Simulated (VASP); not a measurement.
Set up this calculation in VASP 6.6.1, as the native input.

```
Task                   : relaxation of cell and atoms
Functional             : PBEsol
Potentials or basis    : VASP PAW PBE potentials, release 64 (Mg, B)
Cutoff                 : 600 eV
k mesh                 : 8 × 8 × 8
Occupations            : fermi-dirac, width 0.05 eV
Spin                   : no spin polarisation
Ladder                 : gaps
Further INCAR settings : ALGO = Normal; EDIFF = 1e-06; IBRION = 2; EDIFFG = -0.005; NSW = 40; ISIF = 3
```

The structure of MgB2 lies in POSCAR:

```
MgB2
1.0
    3.0850000000      0.0000000000      0.0000000000
   -1.5425000000      2.6716883707      0.0000000000
    0.0000000000      0.0000000000      3.5230000000
Mg B
1 2
Direct
    0.0000000000      0.0000000000      0.0000000000
    0.6666666667      0.3333333333      0.5000000000
    0.3333333333      0.6666666667      0.5000000000
```

The input as run:

INCAR

```
SYSTEM = MgB2
PREC = Accurate
ENCUT = 600
EDIFF = 1E-6
ISMEAR = -1
SIGMA = 0.05
LREAL = .False.
LASPH = .True.
NELM = 80
ALGO = Normal
ISIF = 3
LWAVE = .False.
LCHARG = .False.
GGA = PS
IBRION = 2
NSW = 40
EDIFFG = -0.005
```

KPOINTS

```
regular mesh
0
Gamma
  8 8 8
  0 0 0
```

Potentials or basis: VASP PAW PBE potentials, release 64 (Mg, B).

Command:

```sh
$ cat potpaw_PBE.64/Mg/POTCAR potpaw_PBE.64/B/POTCAR > POTCAR
$ mpirun -np 1 vasp_std > vasp.out
```

It gave:

| Property | Result |
| --- | --- |
| Relaxed volume | 9.46 Å³/atom |
| Relaxed cell | a = 3.072 Å, b = 3.072 Å, c = 3.471 Å, α = 90.00°, β = 90.00°, γ = 120.00° |
| Space group after relaxing (to 0.05 Å) | P6/mmm (No. 191) |
| Energy gained by relaxing | 2.4 meV/atom |
| Ionic steps | 5 |
| Pressure after relaxing | 0.0 GPa |
| Band gap on the k mesh | none (metal or under the smearing width) |

Caveat: the PAW data sets were made with another functional, which shifts forces and pressure a little.

Run time: 23 s on 1 thread of Intel(R) Xeon(R) Platinum 8488C (Sapphire Rapids) (shared host), peak memory 0.17 GiB.
